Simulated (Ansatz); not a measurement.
An Ansatz (a first-principles code) run. Input:

Ansatz 0.2 input:
```yaml
crystal:
  lattice:
    - [0.0, 2.8315004548, 2.8315004548]
    - [2.8315004548, 0.0, 2.8315004548]
    - [2.8315004548, 2.8315004548, 0.0]
  atoms:
    - { symbol: Sr, position: [0.0, 0.0, 0.0] }
    - { symbol: F, position: [0.75, 0.75, 0.75] }
    - { symbol: F, position: [0.25, 0.25, 0.25] }
kpoints:
  mp_grid: { grid: [9, 9, 9] }
hamiltonian:
  xc: lda
  pseudopotentials: { kind: paw }
scf:
  occupations: { method: fixed }
phonons:
  method: dfpt
  response_accuracy: low
  qmesh: [3, 3, 3]
  interpolated_qmesh: [17, 17, 17]
  dielectric: true
  rigid_motions: translations
  temperatures: { t_max: 1000, t_step: 50 }
  qpath:
    path:
      - [[0.0, 0.0, 0.0], [0.5, 0.0, 0.5], [0.625, 0.25, 0.625]]  # Γ-X-U
      - [[0.375, 0.375, 0.75], [0.0, 0.0, 0.0], [0.5, 0.5, 0.5], [0.5, 0.25, 0.75], [0.5, 0.0, 0.5]]  # K-Γ-L-W-X
    npoints: 13
```

Output (shortened):

```
WARN phonons: the dynamical matrix that this run interpolates holds no multipole term above the dipole-dipole one, and a site of this crystal is no centre of …
Pseudopotential: Sr, paw, valence charge 10
Pseudopotential: F, paw, valence charge 7
Functional definition: SPW92
Crystal: 3 atoms, lattice volume = 45.403 Å³
Basis set: ecut = 420 eV, 893 PW (Γ), exchange–correlation on 54×54×54 points (8 copies of the dense FFT grid, shifted against one another)
Bands: 16, of which v1, the nominal top of the filled ones, is band 12 counted from 1 (11 counted from 0)
Symmetry: 48 space group operations
k-points: 125 of 729 (irreducible under 4 space group operations, time reversal used)
SCF iter   1: F=—  HF=-5038.342704 eV  |F-HF|=—  |Δ(HF+E_count)|=         —  Δρ=1.90e-2  dr2=1.18e-1  ethr=1.77e-3  ⟨swp⟩=6.8  Hψ=12193  notcnv=0  defer=119
preconditioner: auto → none
SCF iter   2: F=—  HF=-5038.319711 eV  |F-HF|=—  |Δ(HF+E_count)|=   2.30e-2  Δρ=1.16e-2  dr2=3.15e-2  ethr=4.93e-4  ⟨swp⟩=2.1  Hψ=4663  notcnv=0  defer=207
SCF iter   3: F=—  HF=-5038.309865 eV  |F-HF|=—  |Δ(HF+E_count)|=   9.85e-3  Δρ=1.88e-3  dr2=6.43e-4  ethr=1.31e-4  ⟨swp⟩=2.0  Hψ=3048  notcnv=0  defer=226
SCF iter   4: F=—  HF=-5038.309694 eV  |F-HF|=—  |Δ(HF+E_count)|=   1.71e-4  Δρ=1.74e-4  dr2=9.41e-6  ethr=2.68e-6  ⟨swp⟩=2.7  Hψ=3507  notcnv=0  defer=241
SCF iter   5: F=—  HF=-5038.309692 eV  |F-HF|=—  |Δ(HF+E_count)|=   1.85e-6  Δρ=5.84e-5  dr2=1.53e-6  ethr=3.92e-8  ⟨swp⟩=2.0  Hψ=3466  notcnv=0  defer=44
SCF iter   6: F=—  HF=-5038.309690 eV  |F-HF|=—  |Δ(HF+E_count)|=   1.54e-6  Δρ=7.39e-6  dr2=1.03e-8  ethr=6.36e-9  ⟨swp⟩=2.4  Hψ=3233  notcnv=0
SCF iter   7: F=—  HF=-5038.309690 eV  |F-HF|=—  |Δ(HF+E_count)|=   3.57e-9  Δρ=8.70e-7  dr2=3.20e-10  ethr=4.28e-11  ⟨swp⟩=2.2  Hψ=3520  notcnv=0
SCF iter   8: F=-5038.309690 eV  HF=-5038.309690 eV  |F-HF|=1.82e-12  |Δ(HF+E_count)|=  3.82e-11  Δρ=1.42e-7  dr2=6.87e-12  ethr=1.00e-12  ⟨swp⟩=9.9  Hψ=13679  notcnv=0
SCF 1 converged in 8 iterations: F = -5038.309690 eV  dr2 = 6.87e-12
NSCF: frozen V_eff on 6 k-points
DFPT response loops at Γ: preconditioner auto → none (the input reference at scf.mixing.eps_inf says where Resta's filter doesn't serve); β = 0.50 …
NSCF: frozen V_eff on 35 k-points
NSCF: frozen V_eff on 810 k-points
DFPT response loops at q = (0, 0, 0.3333333333333333) (fractional): mixed as the last ones told, above
NSCF: frozen V_eff on 450 k-points
DFPT response loops at q = (0, 0.3333333333333333, 0.3333333333333333) (fractional): mixed as the last ones told, above
NSCF: frozen V_eff on 810 k-points
DFPT response loops at q = (0, 0.3333333333333333, -0.33333333333333337) (fractional): mixed as the last ones told, above
SCF converged after 8 iterations
Free energy (F): -5038.309690 eV
Harris-Foulkes:  -5038.309690 eV  (|F-HF|=1.82e-12)
Internal energy: -5038.309690 eV  (E = F + TS)
E sigma→0 (E₀):  -5038.309690 eV
Fermi energy:    3.320382 eV
--- Per-component energies (eV) ---
  E_band       = -134.567887
  E_kinetic    = 659.698187
  E_local      = -1750.159143  (includes V_loc(G=0)·N_el)
  E_nonlocal   = 358.063410
  E_hartree    = 571.109520
  E_xc         = -329.791419
  E_vxc        = -366.638318  (∫ρ·V_xc dr)
  E_paw        = -2972.339670  (= ΣΔE_a)
  E_vpaw       = -177.755056  (= ΣTr[D̂ρ^β])
  E_aug_tail   = 0.004065  (compensation charges beyond the density's cutoff)
  E_ewald      = -1575.415280
  E_core_change = 0.520639  (= ΣΔE_core)
  E_smearing   =  0.000000  (= −TS)
  E_closure    = 0.000000  (closes the sum)
  Σ components = -5038.309690   (vs F -5038.309690, Δ=0.00e0)
  [band-id]    e_kinetic+e_local+e_nonlocal+2·e_hartree+e_vxc+e_vpaw+e_augmentation_tail = -134.567816   (vs E_band -134.567887, Δ=7.12e-5)
--- Band table (eV; the first three rows and the last of 125) ---
  k-point 0: bands = ["-26.2066", "-15.7451", "-15.2685", "-8.1350", "-8.1350", "-8.1350", "1.3960", "1.3960", "1.3960", "3.2423", "3.2423", "3.2423", "10.2986", "13.6084", "13.6084", "16.5052"]
  k-point 1: bands = ["-26.1960", "-15.7676", "-15.2935", "-8.1492", "-8.1492", "-8.1216", "1.4587", "1.4587", "1.5357", "3.1057", "3.2018", "3.2018", "10.6252", "13.6160", "13.6160", "16.3434"]
  k-point 2: bands = ["-26.1691", "-15.8141", "-15.3688", "-8.1848", "-8.1848", "-8.0815", "1.6205", "1.6205", "1.8899", "2.8047", "3.1013", "3.1013", "11.4197", "13.6457", "13.6457", "15.9568"]
  k-point 124: bands = ["-26.1025", "-15.8304", "-15.6512", "-8.3354", "-8.1358", "-8.0352", "1.7899", "1.8990", "2.3204", "2.7254", "2.9079", "3.2427", "12.0395", "14.0166", "14.3465", "14.8615"]
--- Phonons (Γ-DFPT): 2 representative perturbations + reference, on 125 of 729 k-points (Σ response iterations 6) ---
  ASR residual: 1.573e-4 → 0.000e0 eV/Å²; symmetrization residual: 3.991e-6 eV/Å²
  ASR residual per site (eV/Å²): 1.48e-5 1.57e-4 1.57e-4
  Γ frequencies (cm⁻¹): 0.00 0.00 0.00 235.92 235.92 235.92 300.70 300.70 300.70
  ε∞ (high-frequency dielectric tensor):
        2.332928     0.000000     0.000000
        0.000000     2.332928     0.000000
        0.000000     0.000000     2.332928
  ε⁰ (static dielectric tensor: ions relaxed, cell fixed):
        6.676602     0.000000     0.000000
        0.000000     6.676602     0.000000
        0.000000     0.000000     6.676602
  ε⁰ − ε∞ (ionic part):
        4.343673     0.000000     0.000000
        0.000000     4.343673     0.000000
        0.000000     0.000000     4.343673
  softest optical mode at Γ: 235.92 cm⁻¹; the repairs (sum rule, projections) moved no ω² at Γ by more than (1.66 cm⁻¹)²
  Born effective charges Z* (e; rows j = field, columns β = displacement):
    site 0:
         2.43150    0.00000    0.00000
         0.00000    2.43150    0.00000
         0.00000    0.00000    2.43150
    site 1:
        -1.21575    0.00000    0.00000
         0.00000   -1.21575    0.00000
         0.00000    0.00000   -1.21575
    site 2:
        -1.21575    0.00000    0.00000
         0.00000   -1.21575    0.00000
         0.00000    0.00000   -1.21575
  Z* charge neutrality: 1.162e-5 e pre-enforcement
  k-mesh period / interband length: 36.0 Å / 0.91 Å = 39.42 at k = (0.0000, 0.0000, 0.0000), direct gap 7.056 eV — 14 or more, which is no proof of convergence
  optical modes at Γ without the LO–TO term, one row a degenerate level:
      ω (cm⁻¹)  modes    IR ((D/Å)²/amu)
        235.92      3            15.4394
        300.70      3             0.0000
  optical modes at Γ + LO–TO along q̂ = [1.0000, 0.0000, 0.0000]:
      ω (cm⁻¹)  modes    IR ((D/Å)²/amu)
        235.92      2            10.2929
        300.70      3             0.0000
        399.11      1             5.1465
  optical modes at Γ + LO–TO along q̂ = [0.0000, 1.0000, 0.0000]:
      ω (cm⁻¹)  modes    IR ((D/Å)²/amu)
        235.92      2            10.2929
        300.70      3             0.0000
        399.11      1             5.1465
  optical modes at Γ + LO–TO along q̂ = [0.0000, 0.0000, 1.0000]:
      ω (cm⁻¹)  modes    IR ((D/Å)²/amu)
        235.92      2            10.2929
        300.70      3             0.0000
        399.11      1             5.1465
  non-analytic LO–TO correction: the dipole-dipole term of the run's Born effective charges and high-frequency dielectric tensor (where they are solved with …
--- Phonons (arbitrary-q DFPT): 4 irreducible q on the 3×3×3 mesh ---
  q = [0.0000, 0.0000, 0.0000] (star 1, of the zone-centre solve; hermiticity 1.47e-6, symmetrization 1.67e-10):  0.00  0.00 0.00 235.92 235.92 235.92 300.70 300.70 300.70
  q = [0.0000, 0.0000, 0.3333] (star 8, 2 solved perturbations on 405 of 729 k-point pairs; hermiticity 9.39e-7, symmetrization 6.80e-12): 82.42 82.42 168.35 248.16 248.16 281.44 282.22 282.22 353.99
  q = [0.0000, 0.3333, 0.3333] (star 6, 4 solved perturbations in 720 linear systems a pass and spin channel, the states on 225 of 729 k-point pairs; hermiticity 7.20e-7, symmetrization 1.31e-11): 105.45 105.45 184.79 218.83 219.68 219.68 299.07 299.07 376.33
  q = [0.0000, 0.3333, -0.3333] (star 12, 4 solved perturbations in 1260 linear systems a pass and spin channel, the states on 405 of 729 k-point pairs; hermiticity 8.95e-7, symmetrization 4.80e-14): 117.49 165.36 178.06 203.96 230.21 235.57 283.19 302.30 348.32
  sum rule: each row above includes the acoustic sum rule's correction from the zone centre's row sums; it moved no ω² by more than (1.50 cm⁻¹)²
  mesh force constants: q→R imaginary residual 1.74e-16; ASR residual 1.573e-4 → 0.000e0 eV/Å²; symmetrization residual 1.421e-14 eV/Å²
  interpolated dispersion: 81 rows × 9 modes
  density of states and harmonic sums: on the 17×17×17 q-mesh, interpolated from the force constants of a 3×3×3 supercell (with the dipole–dipole term)
  largest difference from the sums on the solved wave vectors: F 2.49e-2 eV, S 3.45e-5 and C_V 9.47e-6 eV/K
  zero-point energy: 0.126421 eV/cell   skipped modes (ω ≤ 0): 3   left out of the sums: 6.78e-5 of the cell's modes …
```

Cost: very roughly 5 core-minutes on shared cores.

Space group Fm-3m (fluorite). The LDA relaxation kept the symmetry of its start. Scalar-relativistic: spin–orbit coupling is off unless named, which matters more the heavier the elements.

Potentials: the later of the program's two PAW sets.

Ansatz is a plane-wave DFT program.
